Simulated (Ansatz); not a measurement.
## MnSi under changes of volume

One of the cells (16.141 Å³/atom); the others are scaled copies at fixed shape and fractional positions:

```
Mn Si
1.0
     0.00000    2.52722    2.52722
     2.52722    0.00000    2.52722
     2.52722    2.52722    0.00000
Mn Si
1 1
Cartesian
  0.0000 0.0000 0.0000
  1.2636 1.2636 1.2636
```

The cell was built by a generator and needn't be a form met in nature.

| Quantity | Value |
| --- | --- |
| Program | Ansatz 0.2.0 |
| Functional | PBE |
| Potentials or basis | all-electron LAPW, scalar-relativistic |
| Cutoff | 370 eV (chosen from the basis error) |
| Basis error allowed | 0.0005 eV/atom |
| k mesh | 9 × 9 × 9 |
| Occupations | fermi-dirac, width 0.05 eV |
| Spin | collinear spin, ferromagnetic start |
| Starting moments | [4.0, 0.0] μB |

```csv
volume (Å³/atom),energy over the lowest point (meV/atom),pressure (GPa),moment (μB per cell)
15.173,234.64,28.5,1.91
15.495,?,?,?
15.818,133.68,21.8,1.99
16.141,92.39,19.0,2.04
16.464,56.57,16.4,2.08
16.787,25.87,13.9,2.12
17.110,0.00,11.7,2.15
```

Question: What does the run at 15.495 Å³/atom give?

Answer: Energy over the lowest point 180.85 meV/atom; pressure 25.0 GPa; moment 1.95 μB per cell.

Worked out: A Birch-Murnaghan fit of order 3 (a polynomial in V^(-2/3)) to the other rows has no minimum within the range. It gives 181.03 meV/atom at 15.495 Å³/atom, against the run's 180.85, and -dE/dV = 25.0 GPa, against 25.0. A straight line through the other rows of the moment, of slope 0.127 μB per Å³/atom, gives 1.95 μB, against the run's 1.95.

Energies are extrapolated to zero smearing.
